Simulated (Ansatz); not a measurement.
The system is MgS (Niningerite).

```
S Mg
1.0
     0.00000    2.60165    2.60165
     2.60165    0.00000    2.60165
     2.60165    2.60165    0.00000
S Mg
1 1
Direct
  0.50000 0.50000 0.50000
  0.00000 0.00000 0.00000
```

Base run:

| Item | Value |
| --- | --- |
| Program | Ansatz 0.2.0 |
| Functional | r2SCAN0 |
| Potentials or basis | Ansatz PAW |
| Cutoff | 500 eV (not typed: the program's choice for these potentials) |
| k mesh | 5 × 5 × 5 |
| Occupations | fermi-dirac, width 0.05 eV |
| Spin | no spin polarisation |

Its results: band gap on the k mesh 5.40 eV, indirect (least direct gap 6.10 eV); pressure -0.8 GPa.

Task: The run is repeated on the same cell with these changes: functional from r2SCAN0 to BLYP; cutoff from 500 eV (not typed: the program's choice for these potentials) to 420 eV (not typed: the program's choice for these potentials). What comes out?

Result: Band gap on the k mesh 3.25 eV, indirect (least direct gap 3.87 eV); pressure 3.8 GPa.

r2SCAN0 gives the wider gap, since exact exchange removes part of the self-interaction.

Caveats: odd divisions of the mesh miss points on the zone boundary, where band edges often lie, so the gap on the mesh can be too wide; the PAW data sets come from PBE, with cores solved anew for the run's functional, which leaves a small shift of forces and pressure; the density of states is complete only up to the lowest level of the last band computed; the thresholds are loose for stress (some runs).

A k mesh can miss the band edges.
